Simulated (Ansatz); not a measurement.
## HfN in Ansatz: the effect of target pressure

HfN:

```
Hf N
1.0
     3.13391    0.00000    0.00000
    -1.56695    2.71404    0.00000
     0.00000    0.00000    5.41677
Hf N
2 2
Direct
  0.33333 0.66667 0.25000
  0.66667 0.33333 0.75000
  0.00000 0.00000 0.50000
  0.00000 0.00000 0.00000
```

The cell comes from a database or a generator and needn't be the stable form of this composition.

Alike in all runs:

- Program: Ansatz 0.2.0
- Task: relaxation of cell and atoms
- Functional: PBEsol
- Potentials or basis: Ansatz PAW
- Cutoff: 420 eV (not typed: the program's choice for these potentials)
- k mesh: 10 × 10 × 5
- Occupations: fermi-dirac, width 0.05 eV
- Spin: no spin polarisation

Each run relaxes the cell or the atoms first.

```csv
target pressure,relaxed volume (Å³/atom)
0 GPa,11.42
2 GPa,11.33
5 GPa,11.22
10 GPa,11.04
20 GPa,?
30 GPa,10.44
```

**Question.** What does the run with target pressure 20 GPa give?

**Answer.** Relaxed volume 10.72 Å³/atom.

Worked out: In Murnaghan's law V^(-B') rises as a straight line in P. The other rows fit best with B' = 4.0, V0 = 11.42 Å³/atom and B0 = 279 GPa, which gives 10.72 Å³/atom at 20 GPa, against the run's 10.72.

Caveats: the plane-wave basis is chosen anew once the cell has moved, so the energies of steps on either side of that aren't comparable; the PAW data sets come from PBE, with cores solved anew for the run's functional, which leaves a small shift of forces and pressure.
